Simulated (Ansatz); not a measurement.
# CuGaSe2: the cell at several levels of theory

Aim: relax CuGaSe2, ordered on the rocksalt lattice (I4_1/amd) with 8 atoms a cell with PBE and r2SCAN and see how far the functionals disagree on the cell. This is a trial cell built on a prototype, not taken from a measured structure, and it needn't be the compound's ground state.

The runs shown are made with Ansatz 0.2.0. PAW datasets, plane waves, zero pressure. Computed, not measured; no magnetism was allowed, and the structure may never have been made.

## 1. The system as given

This is the cell as the run starts from it, not yet at rest; its lengths are not the crystal's.

Space group I4_1/amd (No. 141), tetragonal; conventional cell a = 5.152 Å, c = 10.304 Å, 17.09 Å³ an atom. Cu has 6 Se at 2.58 Å; Se has 3 Cu at 2.58 Å and 3 Ga at 2.58 Å; Ga has 6 Se at 2.58 Å.

As a file:

Space group I4_1/amd:1 (No. 141). a = 5.152 Å, b = 5.152 Å, c = 10.304 Å, α = 90.00°, β = 90.00°, γ = 90.00°
| atom | site | symmetry | x | y | z |
| --- | --- | --- | --- | --- | --- |
| Cu | 4a | -4m2 | 0.0000 | 0.5000 | 0.2500 |
| Se | 8e | 2mm. | 0.0000 | 0.5000 | 0.0000 |
| Ga | 4b | -4m2 | 0.5000 | 0.0000 | 0.2500 |

## 2. Relaxation with PBE

The input, input.yaml:

```yaml
crystal:
  lattice:
    - [-2.5759715, 2.5759715, 5.151943]
    - [2.5759715, -2.5759715, 5.151943]
    - [2.5759715, 2.5759715, -5.151943]
  atoms:
    - { symbol: Cu, position: [0.75, 0.25, 0.5] }
    - { symbol: Se, position: [0.5, 0.0, 0.5] }
    - { symbol: Cu, position: [0.0, 0.0, 0.0] }
    - { symbol: Se, position: [0.75, 0.75, 0.0] }
    - { symbol: Ga, position: [0.25, 0.75, 0.5] }
    - { symbol: Se, position: [0.0, 0.5, 0.5] }
    - { symbol: Ga, position: [0.5, 0.5, 0.0] }
    - { symbol: Se, position: [0.25, 0.25, 0.0] }
kpoints:
  mp_grid: { grid: [6, 6, 6] }
hamiltonian:
  xc: pbe
scf:
  occupations: { method: fermi_dirac, width: 0.02 }
relax:
  f_tol: 0.005
  cell: {}
```

Command:

```console
> ansatz run input.yaml --threads 2 --pin off --max-ram 20275MiB --backend cpu --events-out ev --progress --plain --runs-dir out
```

The program printed, cut to the lines that bear on the results:

```text
[...]
Pseudopotentials: kind: paw
Pseudopotential: Cu, paw, valence charge 19, recommended cutoff 420 eV (normal), Cu.paw.azcp
Pseudopotential: Se, paw, valence charge 16, recommended cutoff 420 eV (normal), Se.paw.azcp
Pseudopotential: Ga, paw, valence charge 13, recommended cutoff 420 eV (normal), Ga.paw.azcp
Functional definition: PBE
[...]
Crystal: 8 atoms, lattice volume = 136.746 Å³
Basis set: ecut = 420 eV, 2705 PW (Γ), exchange–correlation on 90×90×90 points (8 copies of the dense FFT grid, shifted against one another)
Bands: 77, of which v1, the nominal top of the filled ones, is band 64 counted from 1 (63 counted from 0)
Symmetry: 16 space group operations
Space group: I41/amd (ITA 141), of the structure as read, at distance tolerance 5.2e-5 Å
k-points: 30 of 216
[...]
SCF iter   1: F=—  HF=-42694.265109 eV  |F-HF|=—  |Δ(HF+E_count)|=         —  Δρ=3.40e-3  dr2=9.12e-3  ethr=1.77e-3  ⟨swp⟩=5.5  Hψ=7712  notcnv=0
[...]
relax step   1: F+E_penalty+E_count = -42694.26327968 eV  Δ(F+E_penalty+E_count) = +0.000e0 eV  max|allowed force component| = 1.375e-1 eV/Å  Δτ_max = 0.0000 Å  P = +8.740 GPa  Ω = 136.746 Å³  (8 SCF iters, dr2 threshold 1.00e-7 eV, accepted)
[...]
  atom   4  Se     0.00000000    -0.00000000    -0.00026916
  atom   5  Ga     0.00000000     0.00000000     0.00000000
  atom   6  Se     0.00000000    -0.00000000     0.00026916
  atom   7  Ga     0.00000000     0.00000000     0.00000000
  atom   8  Se    -0.00000000     0.00000000     0.00026916
[...]
--- Stress (GPa, compression-positive) ---
        0.012820       0.000000       0.000000
        0.000000       0.012820      -0.000000
        0.000000       0.000000      -0.048522
  P = ⅓ Tr σ = -0.0076 GPa (-0.076 kbar)
--- Relaxed structure (4 steps of the walk, 4 accepted, 1 SCFs on fresh bases) ---
  F+E_penalty+E_count = -42694.60502919 eV   max|allowed force component| = 2.692e-4 eV/Å   (the final SCF, on the basis selected at the relaxed cell)
  cell:  # Å, volume = 150.2993 Å³
    - [-2.643783146850713, 2.643783146850713, 5.375827709244719]
    - [2.643783146850713, -2.643783146850713, 5.375827709244719]
    - [2.643783146850713, 2.643783146850713, -5.375827709244719]
  atoms:
    - { symbol: Cu, position: [0.7500000000000001, 0.24999999999999992, 0.5000000000000001] }
    - { symbol: Se, position: [0.500247316693838, 0.0002473166938380021, 0.5] }
    - { symbol: Cu, position: [2.104452965581124e-20, 2.104452965581088e-20, -5.51101212727338e-34] }
    - { symbol: Se, position: [0.750247316693838, 0.750247316693838, -1.8876105937551024e-33] }
    - { symbol: Ga, position: [0.24999999999999992, 0.7500000000000001, 0.5000000000000001] }
    - { symbol: Se, position: [-0.00024731669383800227, 0.499752683306162, 0.5] }
    - { symbol: Ga, position: [0.49999999999999994, 0.49999999999999994, 2.568479284801825e-34] }
    - { symbol: Se, position: [0.24975268330616196, 0.24975268330616196, 1.3978174380333617e-33] }
```

Wall time 35 s (2 threads of AMD EPYC 7R13 (Zen 3), shared host); peak memory 0.92 GiB.

Step by step:

```csv
step,energy change (meV/atom),largest force (eV/Å),pressure (GPa),volume (Å³/atom)
1,0.0,0.1375,8.74,17.093
2,-41.9,0.0092,0.30,18.701
3,-42.1,0.0128,0.05,18.766
4,-42.3,0.0000,0.01,18.787
5,-42.7,0.0003,-0.01,18.787
```

Step 5 solves the same cell on a plane-wave basis chosen anew, so the energy can jump there without a move.

The table lists every geometry solved, with passes on a fresh basis, whose energies don't compare exactly with the rows above.

|  | before | after | change |
| --- | --- | --- | --- |
| a (Å) | 5.152 | 5.288 | +2.63 % |
| c (Å) | 10.304 | 10.752 | +4.35 % |
| volume (Å³/atom) | 17.093 | 18.787 | +9.91 % |
| shortest distance (Å) | 2.576 | 2.644 | +2.63 % |
| space group | I4_1/amd | I4_1/amd | same |

[end of part 1 of 2]
